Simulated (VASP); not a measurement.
# MnS (F-43m) in VASP: notebook

One crystal, MnS, is run at these levels: PBEsol; tasks: single point.

Everything below comes from runs of VASP 6.6.1. Logs are shortened: lines on timing, memory, paths and dates and some standing lists are left out, and cuts for length are marked.

### 1 The structure

It takes space group F-43m (No. 216, cubic). The conventional cell has a = 4.711 Å, b = 4.711 Å, c = 4.711 Å, α = 90.00°, β = 90.00°, γ = 90.00°. Mn (site symmetry -43m) is surrounded by 4 S at 2.04 Å. S (site symmetry -43m) has 4 Mn at 2.04 Å as nearest neighbours.

### 2 Single point, PBEsol, collinear spin, typed start

Contents of INCAR:

```
SYSTEM = MnS
PREC = Accurate ; ENCUT = 520
EDIFF = 1E-7 ; ISMEAR = 0
SIGMA = 0.1 ; LREAL = .FALSE.
LASPH = .TRUE. ; NELM = 150
ALGO = Normal ; ISIF = 2
LWAVE = .FALSE. ; LCHARG = .FALSE.
ISPIN = 2 ; MAGMOM = 0.16 0
LORBIT = 11 ; LMAXMIX = 4
GGA = PS ; NBANDS = 20
```

Contents of KPOINTS:

```
regular mesh
0
G
  16 16 16
  0 0 0
```

Contents of POSCAR:

```
MnS
1.0
    0.0000000000      2.3557099817      2.3557099817
    2.3557099817      0.0000000000      2.3557099817
    2.3557099817      2.3557099817      0.0000000000
Mn S
1 1
Direct
    0.0000000000      0.0000000000      0.0000000000
    0.7500000000      0.7500000000      0.7500000000
```

Potentials or basis: VASP PAW PBE potentials, release 64 (Mn_pv, S).

The run is started by

```bash
cat potpaw_PBE.64/Mn_pv/POTCAR potpaw_PBE.64/S/POTCAR > POTCAR
mpirun -np 1 vasp_std > vasp.out
```

OUTCAR:

```text
SYSTEM = MnS
   PREC = Accurate
   ENCUT = 520
   EDIFF = 1E-7
   ISMEAR = 0
   LREAL = .FALSE.
   LASPH = .TRUE.
   NELM = 150
   ISIF = 2
   ISPIN = 2
   LORBIT = 11
   GGA = PS

 ion  position               nearest neighbor table
   1  0.000  0.000  0.000-   2 2.04   2 2.04   2 2.04   2 2.04
   2  0.750  0.750  0.750-   1 2.04   1 2.04   1 2.04   1 2.04

  LATTYP: Found a face centered cubic cell.
 ALAT       =     4.7114199634

  Lattice vectors:

 A1 = (   0.0000000000,   2.3557099817,   2.3557099817)
 A2 = (   2.3557099817,   0.0000000000,   2.3557099817)
 A3 = (   2.3557099817,   2.3557099817,   0.0000000000)

Analysis of symmetry for initial positions (statically):
=====================================================================
 Subroutine PRICEL returns:
 Original cell was already a primitive cell.

 Routine SETGRP: Setting up the symmetry group for a
 face centered cubic supercell.

 Subroutine GETGRP returns: Found 24 space group operations
 (whereof 24 operations were pure point group operations)
 out of a pool of 48 trial point group operations.

The static configuration has the point symmetry T_d .

Analysis of symmetry for dynamics (positions and initial velocities):
=====================================================================
 Subroutine PRICEL returns:
 Original cell was already a primitive cell.

 Routine SETGRP: Setting up the symmetry group for a
 face centered cubic supercell.

 Subroutine GETGRP returns: Found 24 space group operations
 (whereof 24 operations were pure point group operations)
 out of a pool of 48 trial point group operations.

The dynamic configuration has the point symmetry T_d .

Analysis of structural, dynamic, and magnetic symmetry:
=====================================================================
 Subroutine PRICEL returns:
 Original cell was already a primitive cell.

 Routine SETGRP: Setting up the symmetry group for a
 face centered cubic supercell.

 Subroutine GETGRP returns: Found 24 space group operations
 (whereof 24 operations were pure point group operations)
 out of a pool of 48 trial point group operations.

The overall configuration has the point symmetry T_d .

 Subroutine INISYM returns: Found 24 space group operations
 (whereof 24 operations are pure point group operations),
 and found     1 'primitive' translations

----------------------------------------------------------------------------------------

                                     Primitive cell

  volume of cell :      26.1454

  direct lattice vectors                    reciprocal lattice vectors
     0.000000000  2.355709982  2.355709982    -0.212250236  0.212250236  0.212250236
     2.355709982  0.000000000  2.355709982     0.212250236 -0.212250236  0.212250236
     2.355709982  2.355709982  0.000000000     0.212250236  0.212250236 -0.212250236

  length of vectors
     3.331477005  3.331477005  3.331477005     0.367628193  0.367628193  0.367628193

  position of ions in fractional coordinates (direct lattice)
     0.000000000  0.000000000  0.000000000
     0.750000000  0.750000000  0.750000000

  ion indices of the primitive-cell ions
   primitive index   ion index
                 1           1
                 2           2

----------------------------------------------------------------------------------------

 KPOINTS: regular mesh

Automatic generation of k-mesh.
 Grid dimensions read from file:
 generate k-points for:   16   16   16

 Generating k-lattice:

  Cartesian coordinates                     Fractional coordinates (reciprocal lattice)
    -0.013265640  0.013265640  0.013265640     0.062500000  0.000000000  0.000000000
     0.013265640 -0.013265640  0.013265640     0.000000000  0.062500000  0.000000000
     0.013265640  0.013265640 -0.013265640     0.000000000  0.000000000  0.062500000

  Length of vectors
     0.022976762  0.022976762  0.022976762

  Shift w.r.t. Gamma in fractional coordinates (k-lattice)
     0.000000000  0.000000000  0.000000000

 Subroutine IBZKPT returns following result:
 ===========================================

 Found    145 irreducible k-points:

 Following reciprocal coordinates:
            Coordinates               Weight
  0.000000  0.000000  0.000000      1.000000
  0.062500  0.000000  0.000000      8.000000
  0.125000  0.000000  0.000000      8.000000
  0.187500  0.000000  0.000000      8.000000
  0.250000  0.000000  0.000000      8.000000
  0.312500  0.000000  0.000000      8.000000
[... 16 lines left out ...]
 -0.125000  0.062500  0.000000     24.000000
 -0.062500  0.062500  0.000000     12.000000
 [... further k-points ...]
   k-points           NKPTS =    145   k-points in BZ     NKDIM =    145   number of bands    NBANDS=     20
   number of dos      NEDOS =    301   number of ions     NIONS =      2
   total plane-waves  NPLWV =  21952
   dimension x,y,z NGX =    28 NGY =   28 NGZ =   28
   dimension x,y,z NGXF=    56 NGYF=   56 NGZF=   56
   ions per type =               1   1
   NGX,Y,Z   is equivalent  to a cutoff of  13.97, 13.97, 13.97 a.u.
   NGXF,Y,Z  is equivalent  to a cutoff of  27.94, 27.94, 27.94 a.u.
 SYSTEM =  MnS
   PREC   = accura    normal or accurate (medium, high low for compatibility)
   ISTART =      0    job   : 0-new  1-cont  2-samecut
   ICHARG =      2    charge: 1-file 2-atom 10-const
   ISPIN  =      2    spin polarized calculation?
   LNONCOLLINEAR =      F non collinear calculations
   LSORBIT =      F    spin-orbit coupling
   LASPH  =      T    aspherical Exc in radial PAW
   ENCUT  =  520.0 eV  38.22 Ry    6.18 a.u.   6.19  6.19  6.19*2*pi/ulx,y,z
   NELM   =    150;   NELMIN=  2; NELMDL= -5     # of ELM steps
   EDIFF  = 0.1E-06   stopping-criterion for ELM
   LREAL  =      F    real-space projection
   EDIFFG = 0.1E-05   stopping-criterion for IOM
   NSW    =      0    number of steps for IOM
   IBRION =     -1    ionic relax: 0-MD 1-quasi-New 2-CG
   NFREE  =      0    steps in history (QN), initial steepest desc. (CG)
   ISIF   =      2    stress and relaxation
   ISYM   =      2    0-nonsym 1-usesym 2-fastsym
   POTIM  = 0.5000    time-step for ionic-motion
   TEBEG  =    0.0;   TEEND  =   0.0 temperature during run
   PSTRESS=    0.0 pullay stress
   NELECT =      19.0000    total number of electrons
   NUPDOWN=      -1.0000    fix difference up-down
   EMIN   =  10.00;   EMAX   =-10.00  energy-range for DOS
   EFERMI =   0.00;   METHOD = LEGACY
   ISMEAR =     0;   SIGMA  =   0.10  broadening in eV -4-tet -1-fermi 0-gaus
   EFERMI_NEDOS =   21; number of points for ismear=-14 and -15
   IALGO  =     38    algorithm
   IMIX   =      4    mixing-type and parameters
     AMIX     =   0.40;   BMIX     =  1.00
     AMIX_MAG =   1.60;   BMIX_MAG =  1.00
  volume/ion in A,a.u.               =      13.07        88.22
  Fermi-wavevector in a.u.,A,eV,Ry     =   1.471841  2.781376 29.474515  2.166316
  Thomas-Fermi vector in A             =   2.586928
   LORBIT       =     11    0 simple, 1 ext, 2 COOP (PROOUT), +10 PAW based schemes
   GGA     = PS    functional components
   LHFCALC =     F    Hartree Fock is set to
   AEXX    =    0.0000 exact exchange contribution
   IVDW    =     0    specifies the selected vdW correction
   LEPSILON=     F    determine dielectric tensor
   LRPA    =     F    only Hartree local field effects (RPA)
 spin polarized calculation
 Gauss-broadening in eV      SIGMA  =   0.10
  energy-cutoff  :      520.00
  volume of cell :       26.15
 maximum number of plane-waves:       725
 NGX is ok and might be reduce to    28
   NGX = 13   NGY = 13   NGZ = 13

 number of electron      18.9999990 magnetization       0.0151789

 Free energy of the ion-electron system (eV)
  ---------------------------------------------------
  ext. energy  EPLUGINS =         0.00000000
  ---------------------------------------------------
  free energy    TOTEN  =       -14.52949842 eV

  energy without entropy =      -14.51785424  energy(sigma->0) =      -14.52367633

 E-fermi :   9.0635     XC(G=0): -12.1787

 val. band max:        9.0594965595   @ k =  -0.3125   0.3125   0.0625
 cond. band min:       9.0644639470   @ k =  -0.3750   0.0625   0.0000
 fundamental gap:      0.0049673875
 Fermi energy:         9.0635195779

 spin component 1

 k-point     1 :       0.0000    0.0000    0.0000
  band No.  band energies     occupation
      1     -38.4638      1.00000
      2     -38.4638      1.00000
      3     -38.4638      1.00000
      4      -6.9994      1.00000
      5       3.8434      1.00000
      6       3.8434      1.00000
[... 12 lines left out ...]
     19      25.5930      0.00000
     20      26.3757      0.00000
[... 507 lines left out ...]
 k-point    24 :      -0.0625    0.0625    0.0000
  band No.  band energies     occupation
      1     -38.4686      1.00000
      2     -38.4652      1.00000
      3     -38.4642      1.00000
      4      -6.8607      1.00000
      5       3.6268      1.00000
      6       3.8835      1.00000
[... 12 lines left out ...]
     19      25.3206      0.00000
     20      26.8079      0.00000

 [... further k-points ...]

 spin component 2

 k-point     1 :       0.0000    0.0000    0.0000
  band No.  band energies     occupation
      1     -38.4498      1.00000
      2     -38.4498      1.00000
      3     -38.4498      1.00000
      4      -6.9983      1.00000
      5       3.8475      1.00000
      6       3.8475      1.00000
[... 12 lines left out ...]
     19      25.5932      0.00000
     20      26.3784      0.00000
[... 507 lines left out ...]
 k-point    24 :      -0.0625    0.0625    0.0000
  band No.  band energies     occupation
      1     -38.4546      1.00000
      2     -38.4512      1.00000
      3     -38.4502      1.00000
      4      -6.8595      1.00000
      5       3.6306      1.00000
      6       3.8875      1.00000
[... 12 lines left out ...]
     19      25.3222      0.00000
     20      26.8106      0.00000

 [... further k-points ...]

------------------------ aborting loop because EDIFF is reached ----------------------------------------

  FORCE on cell =-STRESS in cart. coord.  units (eV):
  Direction    XX          YY          ZZ          XY          YZ          ZX
  --------------------------------------------------------------------------------------
  -------------------------------------------------------------------------------------
  Total        4.1154071      4.1154071      4.1154071     -0.0000000     -0.0000000      0.0000000
  in kB      252.1900342    252.1900342    252.1900342     -0.0000000     -0.0000000      0.0000000
  external PRESSURE =     252.1900342 kB  Pullay stress =       0.0000000 kB

 VOLUME and BASIS-vectors are now :
 -----------------------------------------------------------------------------
  energy-cutoff  :      520.00
  volume of cell :       26.15
      direct lattice vectors                 reciprocal lattice vectors
     0.000000000  2.355709982  2.355709982    -0.212250236  0.212250236  0.212250236
     2.355709982  0.000000000  2.355709982     0.212250236 -0.212250236  0.212250236
     2.355709982  2.355709982  0.000000000     0.212250236  0.212250236 -0.212250236

 POSITION                                       TOTAL-FORCE (eV/Angst)
 -----------------------------------------------------------------------------------
      0.00000      0.00000      0.00000        -0.000000     -0.000000     -0.000000
      3.53356      3.53356      3.53356         0.000000      0.000000      0.000000
 -----------------------------------------------------------------------------------
    total drift:                               -0.000001     -0.000001     -0.000002

  FREE ENERGIE OF THE ION-ELECTRON SYSTEM (eV)
  ---------------------------------------------------
  free  energy   TOTEN  =       -14.5294984196 eV

  energy  without entropy=      -14.5178542448  energy(sigma->0) =      -14.52367633

 total charge

# of ion       s       p       d       tot
------------------------------------------
    1        0.419   6.407   5.573  12.399
    2        1.327   2.472   0.000   3.798
--------------------------------------------------
tot          1.746   8.879   5.573  16.198

 magnetization (x)

# of ion       s       p       d       tot
------------------------------------------
    1        0.001   0.000   0.013   0.014
    2       -0.000  -0.000   0.000  -0.000
--------------------------------------------------
tot          0.001   0.000   0.013   0.014
```

Run time: 5.3 min. Hardware: 1 thread of AMD EPYC 7R13 (Zen 3), shared host; peak memory 0.22 GiB.

What came out:

* Free energy: -14.5295 eV
* Pressure: 25.2 GPa
* Band gap on the k mesh: none (metal or under the smearing width)
* Net moment: 0.02 μB per cell
* Valence electrons inside the program's atomic spheres: Mn 12.40; S 3.80

Levels at points of the mesh, in eV from the Fermi level:
Spin up:
```
           k point  band 6  band 7  band 8  band 9  band 10  band 11  band 12  band 13
(0.00, 0.00, 0.00)   -5.22   -5.22   -0.95   -0.95     4.62     4.62     4.62     4.66
(0.50, 0.00, 0.00)   -4.85   -4.85   -0.61   -0.61    -0.35     2.41     2.41     6.04
(0.50, 0.50, 0.00)   -4.24   -4.24   -2.29   -0.09    -0.07     0.29     0.29     6.41
```
Spin down:
```csv
k point,band 6,band 7,band 8,band 9,band 10,band 11,band 12,band 13
"(0.00, 0.00, 0.00)",-5.22,-5.22,-0.93,-0.93,4.62,4.62,4.62,4.66
"(0.50, 0.00, 0.00)",-4.85,-4.85,-0.60,-0.60,-0.34,2.42,2.42,6.04
"(0.50, 0.50, 0.00)",-4.23,-4.23,-2.29,-0.08,-0.05,0.30,0.30,6.42
```

Caveat: so large a pressure means that the cell lies far from this level's equilibrium, or that cutoff or potentials fall short; the potentials were made for another functional, which shifts forces and pressure; semilocal functionals often make such compounds metallic where correlation or magnetic order opens a gap, which also shifts bond lengths. With open d or f shells a metallic result of PBEsol can be an artefact of self-interaction; +U or a hybrid may open a gap.

### 3 Single point, PBEsol, collinear spin, typed start

This run uses another cell than the first one, of 20.39 Å³/atom, 1.560 times its volume.

Contents of INCAR:

```
SYSTEM = MnS
PREC = Accurate
ENCUT = 520
EDIFF = 1E-6
ISMEAR = 0
SIGMA = 0.1
LREAL = .False.
LASPH = .True.
NELM = 150
ALGO = Normal
ISIF = 2
LWAVE = .False.
LCHARG = .False.
ISPIN = 2
MAGMOM = 4.52 0.12
LORBIT = 11
LMAXMIX = 4
GGA = PS
NBANDS = 20
```

Contents of KPOINTS:

```
regular mesh
0
Gamma
  14 14 14
  0 0 0
```

Contents of POSCAR:

```
MnS
1.0
    0.0000000000      2.7319312733      2.7319312733
    2.7319312733      0.0000000000      2.7319312733
    2.7319312733      2.7319312733      0.0000000000
Mn S
1 1
Direct
    0.0000000000      0.0000000000      0.0000000000
    0.7500000000      0.7500000000      0.7500000000
```

Potentials or basis: VASP PAW PBE potentials, release 64 (Mn_pv, S).

The run is started by

```bash
cat potpaw_PBE.64/Mn_pv/POTCAR potpaw_PBE.64/S/POTCAR > POTCAR
mpirun -np 1 vasp_std > vasp.out
```

It took 2.5 min on 1 thread of Intel Xeon Platinum 8259CL at 2.50GHz (Skylake/Cascade Lake), shared host; peak memory 0.27 GiB.

It converged, with:

* Free energy: -14.7739 eV
* Pressure: 0.2 GPa
* Band gap on the k mesh: none (metal or under the smearing width)
* Net moment: 4.61 μB per cell
* Site moments: Mn +4.10; S +0.05 μB
* Valence electrons inside the program's atomic spheres: Mn 11.46; S 3.74

Levels at points of the mesh, in eV from the Fermi level:
Spin up:
| k point | band 8 | band 9 | band 10 | band 11 | band 12 | band 13 | band 14 | band 15 | band 16 | band 17 |
| --- | --- | --- | --- | --- | --- | --- | --- | --- | --- | --- |
| (0.00, 0.00, 0.00) | -2.96 | -2.96 | 0.74 | 0.74 | 0.74 | 1.36 | 6.11 | 6.11 | 6.11 | 11.11 |
| (0.50, 0.00, 0.00) | -2.83 | -2.83 | -2.58 | -0.41 | -0.41 | 3.30 | 6.58 | 6.58 | 7.31 | 11.55 |
| (0.50, 0.50, 0.00) | -3.00 | -2.70 | -2.44 | -1.89 | -1.89 | 3.02 | 4.63 | 9.77 | 11.48 | 11.48 |
Spin down:
```tsv
k point	band 4	band 5	band 6	band 7	band 8	band 9	band 10	band 11
(0.00, 0.00, 0.00)	-13.82	-3.42	-3.42	-3.42	0.86	0.86	2.18	3.33
(0.50, 0.00, 0.00)	-13.07	-5.39	-3.32	-3.32	0.89	1.00	1.00	2.21
(0.50, 0.50, 0.00)	-12.83	-5.29	-3.39	-3.39	-0.20	0.90	1.35	1.36
```

Caveat: the PAW data sets were made with another functional, which shifts forces and pressure a little; a cell with one magnetic atom can't hold antiferromagnetic order, which such compounds often take; semilocal functionals often make such compounds metallic where correlation or magnetic order opens a gap, which also shifts bond lengths.
